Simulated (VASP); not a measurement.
# LiH: convergence, energy along a vibration (SMASS = -2)

LiH, Fm-3m (no. 225), atoms displaced along the mode, 2 atoms in the cell. R2SCAN, energy along a line of displacements; PAW potentials Li_sv, H (PBE set). VASP 6.6.1.

Wanted: harmonic frequency within 1 %.

Space group without the displacement: Fm-3m (no. 225); Mode: optical mode at Gamma along x.

POSCAR of the starting run:
```
LiH
1.0
    0.0000000000      2.0367500000      2.0367500000
    2.0367500000      0.0000000000      2.0367500000
    2.0367500000      2.0367500000      0.0000000000
Li H
1 1
Direct
    0.0024907202     -0.0024907202     -0.0024907202
    0.4828515892      0.5171484108      0.5171484108

    0.0025364872   0.0000000000   0.0000000000
   -0.0174635128   0.0000000000   0.0000000000
```

The series start from k mesh: 6 × 6 × 6; Cutoff (eV): 650; Step along the mode (Å): 0.02; Extrapolation between steps (IWAVPR): 11. Each series keeps the choices made before it, and each single choice may use up half of a tolerance.

## k mesh

| k mesh | Harmonic frequency (THz) | Time (s) |
|---|---|---|
| 3 × 3 × 3 | 19.75 | 42 |
| 4 × 4 × 4 | 17.48 | 57 |
| 5 × 5 × 5 | 18.29 | 79 |
| 6 × 6 × 6 | 18.19 | 116 |
| 8 × 8 × 8 | 18.25 | 259 |
| 10 × 10 × 10 (reference) | 18.25 | 393 |

## Cutoff (eV)

| Cutoff (eV) | Harmonic frequency (THz) | Time (s) |
|---|---|---|
| 350 | 20.63 | 52 |
| 430 | 16.44 | 60 |
| 500 | 18.15 | 81 |
| 580 | 18.3 | 80 |
| 650 | 18.29 | 79 |
| 750 (reference) | 17.24 | 151 |

## Extrapolation between steps (IWAVPR)

| Extrapolation between steps (IWAVPR) | Harmonic frequency (THz) | Time (s) |
|---|---|---|
| 11 | 17.27 | 217 |
| 12 | 17.27 | 182 |
| 0 | 17.27 | 218 |

## Question

The rows run from the loosest to the tightest (no order: extrapolation between steps). For each series: choose the loosest value from which every tighter one stays within half of the tolerance; where there is no order, keep the first row unless others stay within half of the tolerance and take at least 30 % less time, and then take the fastest.

## Answer

- k mesh: 5 × 5 × 5
- Cutoff (eV): 750, the tightest run, since the next looser one is off by more than half of the tolerance (convergence isn't shown beyond it)
- Extrapolation between steps (IWAVPR): 11

Also changed on the way, by series that aren't shown: Step along the mode (Å): 0.08.

## All choices together

| Input | Harmonic frequency (THz) | Time (s) |
|---|---|---|
| defaults on a coarse mesh (naive) | 14.23 | 7.7 |
| chosen settings | 17.27 | 217 |
| reference settings throughout | 17.24 | 818 |

The chosen settings stay within the tolerance of the reference run, but the reference itself isn't shown to be converged in: Cutoff (eV).

## The input

INCAR:
```
SYSTEM = LiH
METAGGA = R2SCAN
LMIXTAU = .TRUE.
PREC = Accurate
ENCUT = 750
EDIFF = 1E-7
ALGO = Normal
LREAL = .FALSE.
LASPH = .TRUE.
ISMEAR = 0
SIGMA = 0.03
ISYM = 0
LWAVE = .FALSE.
LCHARG = .FALSE.
IBRION = 0
SMASS = -2
POTIM = 1
NSW = 9
NELMIN = 4
IWAVPR = 11
KPAR = 2
```

KPOINTS:
```
Automatic mesh
0
Gamma
  5 5 5
  0 0 0
```

POSCAR:
```
LiH
1.0
    0.0000000000      2.0367500000      2.0367500000
    2.0367500000      0.0000000000      2.0367500000
    2.0367500000      2.0367500000      0.0000000000
Li H
1 1
Direct
    0.0099628807     -0.0099628807     -0.0099628807
    0.4314063569      0.5685936431      0.5685936431

    0.0101459487   0.0000000000   0.0000000000
   -0.0698540513   0.0000000000   0.0000000000
```

Commands:
```
cat potpaw_PBE.64/Li_sv/POTCAR potpaw_PBE.64/H/POTCAR > POTCAR
mpirun -np 2 vasp_std > vasp.out
```

The chosen input took VASP 6.6.1 217 s on 2 cores (Intel Xeon Platinum 8259CL @ 2.50GHz (Skylake/Cascade Lake)), a shared host.
